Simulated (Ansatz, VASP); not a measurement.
**Two plane-wave programs on BN**

```
N B
1.0
     0.00000    3.51846    2.18044
     1.25992    0.00000    2.18044
     1.25992    3.51846    0.00000
N B
1 1
Direct
  0.66665 0.66665 0.33335
  0.00005 0.00005 0.99995
```

Change from the starting cell: volume scaled by 1.02.

Alike in both runs: task single point; functional PBE; k mesh 13 × 13 × 13; occupations fermi-dirac, width 0.05 eV; no spin polarisation.

|  | VASP | Ansatz |
| --- | --- | --- |
| version | VASP 6.6.1 | Ansatz 0.2.0 |
| potentials or method | VASP PAW PBE potentials, release 64 (N, B) | Ansatz PAW |
| plane-wave cutoff (eV) | 520 | 420 |
| valence electrons in the cell | 8 | 8 |

|  | VASP | Ansatz | Ansatz less VASP |
| --- | --- | --- | --- |
| gap on the k mesh at the Fermi level (eV) | 3.88 | 3.89 | +0.007 |
| least direct gap on the mesh (eV) | 4.60 | 4.61 | +0.003 |
| pressure (GPa) | -1.2 | -1.3 | -0.06 |
| largest component of the traceless stress (GPa) | 2.67 | 2.87 | +0.199 |
| rms of the force components (eV/Å) | 0.005 | 0.005 | -0.0001 |

Atom by atom the forces differ by 0.000 eV/Å (rms over components). With one functional, cell and mesh, what is left measures potentials, basis and numerics.

Caveats: an odd mesh through Γ misses points on the zone boundary, where band edges often lie (VASP); odd divisions of the mesh miss points on the zone boundary, where band edges often lie, so the gap on the mesh can be too wide (Ansatz); the pressure holds a Pulay correction of +0.6 GPa for the finite cutoff (Ansatz).
